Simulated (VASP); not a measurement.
# AgCl (Chlorargyrite) (Fm-3m) in VASP: settings compared

The runs below take AgCl (Chlorargyrite) through single point, with LDA, PBE.

Program: VASP 6.6.1. These are calculated values, not measurements. Logs are shortened: lines on timing, memory, paths and dates and some standing lists are left out, and cuts for length are marked.

**The experiment to reproduce.**

A printed reference work, data compilation reports, for a bulk crystal of AgCl: band gap 3.249 eV (indirect).

How close the calculation comes is told below.

## Step 1: The cell of the first run

The structure is cubic, space group Fm-3m (No. 225). Conventional cell: a = 5.506 Å, b = 5.506 Å, c = 5.506 Å, α = 90.00°, β = 90.00°, γ = 90.00°. Ag (site symmetry m-3m) has 6 Cl at 2.75 Å within 3.6 Å. Within 3.6 Å of Cl (site symmetry m-3m) lie 6 Ag at 2.75 Å.

## Step 2: Single point, LDA

Input file INCAR:

```
SYSTEM = AgCl
PREC = Accurate
ENCUT = 520
EDIFF = 1E-6
ISMEAR = -1
SIGMA = 0.05
LREAL = .False.
LASPH = .True.
NELM = 60
ALGO = Normal
ISIF = 2
LWAVE = .False.
LCHARG = .False.
GGA = CA
NBANDS = 16
```

Input file KPOINTS:

```
Automatic mesh
0
Gamma
  7 7 7
  0 0 0
```

Input file POSCAR:

```
AgCl
1.0
    0.0000000000      2.7531131106      2.7531131106
    2.7531131106      0.0000000000      2.7531131106
    2.7531131106      2.7531131106      0.0000000000
Ag Cl
1 1
Direct
    0.0000000000      0.0000000000      0.0000000000
    0.5000000000      0.5000000000      0.5000000000
```

Potentials or basis: VASP PAW LDA potentials, release 64 (Ag, Cl).

Command:

```bash
$ cat potpaw_LDA.64/Ag/POTCAR potpaw_LDA.64/Cl/POTCAR > POTCAR
$ mpirun -np 1 vasp_std > vasp.out
```

OUTCAR:

```text
SYSTEM = AgCl
   PREC = Accurate
   ENCUT = 520
   EDIFF = 1E-6
   ISMEAR = -1
   LREAL = .False.
   LASPH = .True.
   NELM = 60
   ISIF = 2
   GGA = CA

 ion  position               nearest neighbor table
   1  0.000  0.000  0.000-   2 2.75   2 2.75   2 2.75   2 2.75   2 2.75   2 2.75
   2  0.500  0.500  0.500-   1 2.75   1 2.75   1 2.75   1 2.75   1 2.75   1 2.75

  LATTYP: Found a face centered cubic cell.
 ALAT       =     5.5062262212

  Lattice vectors:

 A1 = (   0.0000000000,   2.7531131106,   2.7531131106)
 A2 = (   2.7531131106,   0.0000000000,   2.7531131106)
 A3 = (   2.7531131106,   2.7531131106,   0.0000000000)

Analysis of symmetry for initial positions (statically):
=====================================================================
 Subroutine PRICEL returns:
 Original cell was already a primitive cell.

 Routine SETGRP: Setting up the symmetry group for a
 face centered cubic supercell.

 Subroutine GETGRP returns: Found 48 space group operations
 (whereof 48 operations were pure point group operations)
 out of a pool of 48 trial point group operations.

The static configuration has the point symmetry O_h .

Analysis of symmetry for dynamics (positions and initial velocities):
=====================================================================
 Subroutine PRICEL returns:
 Original cell was already a primitive cell.

 Routine SETGRP: Setting up the symmetry group for a
 face centered cubic supercell.

 Subroutine GETGRP returns: Found 48 space group operations
 (whereof 48 operations were pure point group operations)
 out of a pool of 48 trial point group operations.

The dynamic configuration has the point symmetry O_h .

 Subroutine INISYM returns: Found 48 space group operations
 (whereof 48 operations are pure point group operations),
 and found     1 'primitive' translations

----------------------------------------------------------------------------------------

                                     Primitive cell

  volume of cell :      41.7352

  direct lattice vectors                    reciprocal lattice vectors
     0.000000000  2.753113111  2.753113111    -0.181612589  0.181612589  0.181612589
     2.753113111  0.000000000  2.753113111     0.181612589 -0.181612589  0.181612589
     2.753113111  2.753113111  0.000000000     0.181612589  0.181612589 -0.181612589

  length of vectors
     3.893489900  3.893489900  3.893489900     0.314562232  0.314562232  0.314562232

  position of ions in fractional coordinates (direct lattice)
     0.000000000  0.000000000  0.000000000
     0.500000000  0.500000000  0.500000000

  ion indices of the primitive-cell ions
   primitive index   ion index
                 1           1
                 2           2

----------------------------------------------------------------------------------------

 KPOINTS: Automatic mesh

Automatic generation of k-mesh.
 Grid dimensions read from file:
 generate k-points for:    7    7    7

 Generating k-lattice:

  Cartesian coordinates                     Fractional coordinates (reciprocal lattice)
    -0.025944656  0.025944656  0.025944656     0.142857143  0.000000000  0.000000000
     0.025944656 -0.025944656  0.025944656     0.000000000  0.142857143  0.000000000
     0.025944656  0.025944656 -0.025944656     0.000000000  0.000000000  0.142857143

  Length of vectors
     0.044937462  0.044937462  0.044937462

  Shift w.r.t. Gamma in fractional coordinates (k-lattice)
     0.000000000  0.000000000  0.000000000

 Subroutine IBZKPT returns following result:
 ===========================================

 Found     20 irreducible k-points:

 Following reciprocal coordinates:
            Coordinates               Weight
  0.000000  0.000000  0.000000      1.000000
  0.142857  0.000000  0.000000      8.000000
  0.285714  0.000000  0.000000      8.000000
  0.428571  0.000000  0.000000      8.000000
  0.142857  0.142857  0.000000      6.000000
  0.285714  0.142857  0.000000     24.000000
[... 12 lines left out ...]
 -0.428571  0.428571  0.142857     24.000000
 -0.285714  0.428571  0.142857     24.000000
   k-points           NKPTS =     20   k-points in BZ     NKDIM =     20   number of bands    NBANDS=     16
   number of dos      NEDOS =    301   number of ions     NIONS =      2
   total plane-waves  NPLWV =  27000
   dimension x,y,z NGX =    30 NGY =   30 NGZ =   30
   dimension x,y,z NGXF=    60 NGYF=   60 NGZF=   60
   ions per type =               1   1
   NGX,Y,Z   is equivalent  to a cutoff of  12.81, 12.81, 12.81 a.u.
   NGXF,Y,Z  is equivalent  to a cutoff of  25.62, 25.62, 25.62 a.u.
 SYSTEM =  AgCl
   PREC   = accura    normal or accurate (medium, high low for compatibility)
   ISTART =      0    job   : 0-new  1-cont  2-samecut
   ICHARG =      2    charge: 1-file 2-atom 10-const
   ISPIN  =      1    spin polarized calculation?
   LNONCOLLINEAR =      F non collinear calculations
   LSORBIT =      F    spin-orbit coupling
   LASPH  =      T    aspherical Exc in radial PAW
   ENCUT  =  520.0 eV  38.22 Ry    6.18 a.u.   7.24  7.24  7.24*2*pi/ulx,y,z
   NELM   =     60;   NELMIN=  2; NELMDL= -5     # of ELM steps
   EDIFF  = 0.1E-05   stopping-criterion for ELM
   LREAL  =      F    real-space projection
   EDIFFG = 0.1E-04   stopping-criterion for IOM
   NSW    =      0    number of steps for IOM
   IBRION =     -1    ionic relax: 0-MD 1-quasi-New 2-CG
   NFREE  =      0    steps in history (QN), initial steepest desc. (CG)
   ISIF   =      2    stress and relaxation
   ISYM   =      2    0-nonsym 1-usesym 2-fastsym
   POTIM  = 0.5000    time-step for ionic-motion
   TEBEG  =    0.0;   TEEND  =   0.0 temperature during run
   PSTRESS=    0.0 pullay stress
   NELECT =      18.0000    total number of electrons
   NUPDOWN=      -1.0000    fix difference up-down
   EMIN   =  10.00;   EMAX   =-10.00  energy-range for DOS
   EFERMI =   0.00;   METHOD = LEGACY
   ISMEAR =    -1;   SIGMA  =   0.05  broadening in eV -4-tet -1-fermi 0-gaus
   EFERMI_NEDOS =   21; number of points for ismear=-14 and -15
   IALGO  =     38    algorithm
   IMIX   =      4    mixing-type and parameters
     AMIX     =   0.40;   BMIX     =  1.00
     AMIX_MAG =   1.60;   BMIX_MAG =  1.00
  volume/ion in A,a.u.               =      20.87       140.82
  Fermi-wavevector in a.u.,A,eV,Ry     =   1.236892  2.337386 20.815562  1.529901
  Thomas-Fermi vector in A             =   2.371481
   LORBIT       =      0    0 simple, 1 ext, 2 COOP (PROOUT), +10 PAW based schemes
   GGA     = CA    functional components
   LHFCALC =     F    Hartree Fock is set to
   AEXX    =    0.0000 exact exchange contribution
   IVDW    =     0    specifies the selected vdW correction
   LEPSILON=     F    determine dielectric tensor
   LRPA    =     F    only Hartree local field effects (RPA)
 non-spin polarized calculation
  energy-cutoff  :      520.00
  volume of cell :       41.74
 maximum number of plane-waves:      1139
 NGX is ok and might be reduce to    30
   NGX = 15   NGY = 15   NGZ = 15

 number of electron      18.0000004 magnetization

 Free energy of the ion-electron system (eV)
  ---------------------------------------------------
  ext. energy  EPLUGINS =         0.00000000
  ---------------------------------------------------
  free energy    TOTEN  =        -6.74095922 eV

  energy without entropy =       -6.74093708  energy(sigma->0) =       -6.74094815

 E-fermi :   4.2303     XC(G=0): -10.5495

 val. band max:        3.7801774963   @ k =   0.4286   0.0000   0.0000
 cond. band min:       4.5003084553   @ k =   0.0000   0.0000   0.0000
 fundamental gap:      0.7201309590
 Fermi energy:         4.2303446190

 k-point     1 :       0.0000    0.0000    0.0000
  band No.  band energies     occupation
      1     -11.3350      2.00000
      2       1.2477      2.00000
      3       1.2477      2.00000
      4       1.2477      2.00000
      5       1.2875      2.00000
      6       1.2875      2.00000
[... 8 lines left out ...]
     15      16.9879      0.00000
     16      16.9879      0.00000

 k-point     2 :       0.1429    0.0000    0.0000
  band No.  band energies     occupation
      1     -11.2491      2.00000
      2       0.3942      2.00000
      3       0.5161      2.00000
      4       0.5161      2.00000
      5       1.3226      2.00000
      6       1.3226      2.00000
[... 8 lines left out ...]
     15      15.7391      0.00000
     16      16.3179      0.00000

 k-point     3 :       0.2857    0.0000    0.0000
  band No.  band energies     occupation
      1     -11.0448      2.00000
      2      -0.8123      2.00000
      3      -0.1141      2.00000
      4      -0.1141      2.00000
      5       1.4884      2.00000
      6       1.4884      2.00000
[... 8 lines left out ...]
     15      16.2657      0.00000
     16      16.2873      0.00000

 k-point     4 :       0.4286    0.0000    0.0000
  band No.  band energies     occupation
      1     -10.8680      2.00000
      2      -1.5583      2.00000
      3      -0.4477      2.00000
      4      -0.4477      2.00000
      5       1.6278      2.00000
      6       1.6278      2.00000
[... 8 lines left out ...]
     15      17.2925      0.00000
     16      17.2925      0.00000
[... 248 lines left out ...]
 k-point    18 :      -0.4286    0.2857    0.1429
  band No.  band energies     occupation
      1     -10.8246      2.00000
      2      -1.1052      2.00000
      3      -0.4058      2.00000
      4      -0.2389      2.00000
      5       1.5325      2.00000
      6       1.6626      2.00000
[... 8 lines left out ...]
     15      17.6215      0.00000
     16      19.0849      0.00000

 k-point    19 :      -0.4286    0.4286    0.1429
  band No.  band energies     occupation
      1     -10.8165      2.00000
      2      -0.7413      2.00000
      3      -0.1818      2.00000
      4       0.0680      2.00000
      5       1.4402      2.00000
      6       1.6991      2.00000
[... 8 lines left out ...]
     15      18.2838      0.00000
     16      19.3823      0.00000

 k-point    20 :      -0.2857    0.4286    0.1429
  band No.  band energies     occupation
      1     -10.7914      2.00000
      2      -0.6754      2.00000
      3      -0.4159      2.00000
      4      -0.2523      2.00000
      5       1.5596      2.00000
      6       1.7042      2.00000
[... 8 lines left out ...]
     15      17.2321      0.00000
     16      19.4678      0.00000

------------------------ aborting loop because EDIFF is reached ----------------------------------------

  FORCE on cell =-STRESS in cart. coord.  units (eV):
  Direction    XX          YY          ZZ          XY          YZ          ZX
  --------------------------------------------------------------------------------------
  -------------------------------------------------------------------------------------
  Total       -1.2187235     -1.2187235     -1.2187235      0.0000000     -0.0000000     -0.0000000
  in kB      -46.7857512    -46.7857512    -46.7857512      0.0000000     -0.0000000     -0.0000000
  external PRESSURE =     -46.7857512 kB  Pullay stress =       0.0000000 kB

 VOLUME and BASIS-vectors are now :
 -----------------------------------------------------------------------------
  energy-cutoff  :      520.00
  volume of cell :       41.74
      direct lattice vectors                 reciprocal lattice vectors
     0.000000000  2.753113111  2.753113111    -0.181612589  0.181612589  0.181612589
     2.753113111  0.000000000  2.753113111     0.181612589 -0.181612589  0.181612589
     2.753113111  2.753113111  0.000000000     0.181612589  0.181612589 -0.181612589

 POSITION                                       TOTAL-FORCE (eV/Angst)
 -----------------------------------------------------------------------------------
      0.00000      0.00000      0.00000         0.000000      0.000000      0.000000
      2.75311      2.75311      2.75311         0.000000      0.000000      0.000000
 -----------------------------------------------------------------------------------
    total drift:                               -0.000000      0.000000      0.000000

  FREE ENERGIE OF THE ION-ELECTRON SYSTEM (eV)
  ---------------------------------------------------
  free  energy   TOTEN  =        -6.7409592174 eV

  energy  without entropy=       -6.7409370832  energy(sigma->0) =       -6.74094815
```

Wall time 11 s (1 thread of Intel Xeon Platinum 8375C at 2.90GHz (Ice Lake), shared host); peak memory 0.15 GiB.

What came out:

* Free energy: -6.7410 eV
* Pressure: -4.7 GPa
* Band gap on the k mesh: 0.72 eV, indirect (least direct gap 3.03 eV)

Levels at points of the mesh, in eV from the valence-band top:
```tsv
k point	band 6	band 7	band 8	band 9	band 10	band 11	band 12	band 13
(0.00, 0.00, 0.00)	-2.49	-2.31	-2.31	-2.31	0.72	10.82	10.82	10.82
```

## Step 3: Single point, LDA

This run uses another cell than the first one, of 21.28 Å³/atom, 1.020 times its volume.

Input file INCAR:

```
SYSTEM = AgCl
PREC     = Accurate       ! precision mode
ENCUT    = 520            ! plane-wave cutoff, eV
EDIFF    = 1E-6           ! SCF threshold, eV
ISMEAR   = -1             ! smearing method
SIGMA    = 0.05           ! smearing width, eV
LREAL    = .FALSE.        ! projectors in reciprocal space
LASPH    = .TRUE.         ! aspherical terms in the spheres
NELM     = 100            ! most SCF steps
ALGO     = Normal         ! electronic algorithm
ISIF     = 2              ! what is computed and relaxed
LWAVE    = .FALSE.        ! write WAVECAR
LCHARG   = .FALSE.        ! write CHGCAR
NBANDS   = 16             ! bands
```

Input file KPOINTS:

```
Automatic mesh
0
G
  7 7 7
  0 0 0
```

Input file POSCAR:

```
AgCl
1.0
    0.0000000000      2.7709909694      2.7709909694
    2.7709909694      0.0000000000      2.7709909694
    2.7709909694      2.7709909694      0.0000000000
Ag Cl
1 1
Direct
    0.0000000000      0.0000000000      0.0000000000
    0.5000000000      0.5000000000      0.5000000000
```

Potentials or basis: VASP PAW LDA potentials, release 64 (Ag, Cl).

Command:

```bash
$ cat potpaw_LDA.64/Ag/POTCAR potpaw_LDA.64/Cl/POTCAR > POTCAR
$ mpirun -np 1 vasp_std > vasp.out
```

Wall time 10 s (1 thread of Intel Xeon Platinum 8375C at 2.90GHz (Ice Lake), shared host); peak memory 0.15 GiB.

Results (log left out):

* Free energy: -6.7153 eV
* Pressure: -5.5 GPa
* Band gap on the k mesh: 0.72 eV, indirect (least direct gap 2.95 eV)

Levels at points of the mesh, in eV from the valence-band top:
```tsv
k point	band 7	band 8	band 9	band 10	band 11	band 12
(0.00, 0.00, 0.00)	-2.24	-2.24	-2.24	0.72	10.82	10.82
```

## Step 4: Single point, PBE

Input file INCAR:

```
SYSTEM = AgCl
PREC = Accurate
ENCUT = 520
EDIFF = 1E-7
ISMEAR = -1
SIGMA = 0.05
LREAL = .FALSE.
LASPH = .TRUE.
NELM = 100
ALGO = Normal
ISIF = 2
LWAVE = .FALSE.
LCHARG = .FALSE.
GGA = PE
NBANDS = 16
```

KPOINTS is that of step 3.

Input file POSCAR:

```
AgCl
1.0
    0.0000000000      2.7531131106      2.7531131106
    2.7531131106      0.0000000000      2.7531131106
    2.7531131106      2.7531131106      0.0000000000
Ag Cl
1 1
Direct
    0.0000000000      0.0000000000      0.0000000000
    0.5000000000      0.5000000000      0.5000000000
```

Potentials or basis: VASP PAW PBE potentials, release 64 (Ag, Cl).

Command:

```bash
$ cat potpaw_PBE.64/Ag/POTCAR potpaw_PBE.64/Cl/POTCAR > POTCAR
$ mpirun -np 1 vasp_std > vasp.out
```

It took 12 s on 1 thread of Intel Xeon Platinum 8375C at 2.90GHz (Ice Lake), shared host; peak memory 0.17 GiB.

Results (log left out):

| Quantity | Value |
| --- | --- |
| Free energy | -5.3822 eV |
| Pressure | 2.6 GPa |
| Band gap on the k mesh | 0.98 eV, indirect (least direct gap 3.31 eV) |

Levels at points of the mesh, in eV from the valence-band top:
```tsv
k point	band 5	band 6	band 7	band 8	band 9	band 10	band 11	band 12	band 13	band 14
(0.00, 0.00, 0.00)	-2.41	-2.41	-2.33	-2.33	-2.33	0.98	10.92	10.92	10.92	12.43
```

## Step 5: Summary

```tsv
level	potentials or basis	cell	gap on the mesh (eV)	pressure (GPa)
LDA	VASP PAW LDA potentials, release 64 (Ag, Cl)	a = 3.893 Å, angles 60.0°, 2 atoms	0.72	-4.7
LDA	VASP PAW LDA potentials, release 64 (Ag, Cl)	a = 3.919 Å, angles 60.0°, 2 atoms	0.72	-5.5
PBE	VASP PAW PBE potentials, release 64 (Ag, Cl)	a = 3.893 Å, angles 60.0°, 2 atoms	0.98	2.6
```

Alike in all rows: task single point; no spin polarisation; k mesh 7 × 7 × 7; cutoff (eV) 520; smearing fermi-dirac 0.05 eV.

Total energies depend on the potentials used, so only differences within one code and one set of settings carry meaning.

## Step 6: Against experiment

Step 4. A measured gap of AgCl is 3.249 eV (indirect; a printed reference work, data compilation); the calculated 0.98 eV misses it by -2.27 eV. So large a miss can be the level of theory's own, or it may mean another phase, state or a wrong row. Spin-orbit coupling on Ag is left out. The value is that of PBE on a finite k mesh, which can miss the band edges, without temperature or zero-point motion. Semilocal functionals fall short of measured gaps as a rule.
